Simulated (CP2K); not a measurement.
Crystal: TaN.

```
Ta N
1.0
     3.39912    0.00000    0.00000
     0.00000    3.39912    0.00000
     0.00000    0.00000    4.97696
Ta N
2 2
Direct
  0.00000 0.00000 0.00000
  0.50000 0.50000 0.00000
  0.50000 0.00000 0.26700
  0.00000 0.50000 0.73300
```

The cell was built by a generator and needn't be a form met in nature.

Base run:

| Quantity | Value |
| --- | --- |
| Program | CP2K 2026.2 |
| Functional | BLYP |
| Dispersion | D4 |
| Potentials or basis | GTH_POTENTIALS Ta GTH-PBE-q13, N GTH-BLYP-q5; TZVP-MOLOPT-PBE-GTH basis |
| Density cutoff | 6123 eV |
| k mesh | 8 × 8 × 6 |
| Occupations | fermi-dirac, width 0.05 eV |
| Spin | no spin polarisation |

Its results: band gap on the k mesh none (metal or under the smearing width); pressure 34.7 GPa; largest force 2.582 eV/Å.

Problem. The run is repeated on the same cell with these changes: dispersion from D4 to D3(BJ)+ATM. What comes out?

Solution. Band gap on the k mesh none (metal or under the smearing width); pressure 30.6 GPa; largest force 2.501 eV/Å.

Caveats: the potentials were made for another functional, which shifts forces and pressure; a pressure of tens of GPa on the cell as given is suspect, and the run, the potentials or the cell itself is likely at fault; the basis of atomic orbitals isn't converged, which shifts pressures, moduli and gaps; pairwise dispersion overbinds metals, which lowers pressure and volume.
